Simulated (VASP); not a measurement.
SnO2:

```
CELL_PARAMETERS angstrom
4.73800 0.00000 0.00000
0.00000 4.73800 0.00000
0.00000 0.00000 3.18650
ATOMIC_POSITIONS crystal
Sn 0.00000 0.00000 0.00000
Sn 0.50000 0.50000 0.50000
O 0.30710 0.30710 0.00000
O 0.19290 0.80710 0.50000
O 0.69290 0.69290 0.00000
O 0.80710 0.19290 0.50000
```

```yaml
Program: VASP 6.6.1
Task: relaxation of cell and atoms
Functional: PBEsol
Potentials_or_basis: VASP PAW PBE potentials, release 64 (Sn_d, O)
Cutoff: 600 eV
k_mesh: 6 × 6 × 8
Occupations: gaussian, width 0.03 eV
Spin: no spin polarisation
```

At the start: pressure 5.2 GPa; volume 11.92 Å³/atom.

Question: Where does the relaxation end?

Answer: Over 5 steps the energy falls by 5.0 meV/atom and the volume is 12.20 Å³/atom (+2.3 %); space group P4_2/mnm (No. 136, to 0.05 Å).

The path:
```tsv
step	energy change (eV)	largest force (eV/Å)	pressure (GPa)	volume (Å³)
1	0.0000	0.2277	5.24	71.53
2	0.0238	0.2179	-6.26	75.64
3	-0.0302	0.0171	-0.05	73.24
4	-0.0302	0.0212	0.10	73.21
5	-0.0302	0.0080	0.05	73.21
```

Final structure:
```
Sn O
1.0
     4.77064    0.00000    0.00000
     0.00000    4.77064    0.00000
     0.00000    0.00000    3.21664
Sn O
2 4
Direct
  0.00000 0.00000 0.00000
  0.50000 0.50000 0.50000
  0.30630 0.30630 0.00000
  0.19370 0.80630 0.50000
  0.69370 0.69370 0.00000
  0.80630 0.19370 0.50000
```

Caveat: the PAW data sets were made with another functional, which shifts forces and pressure a little.
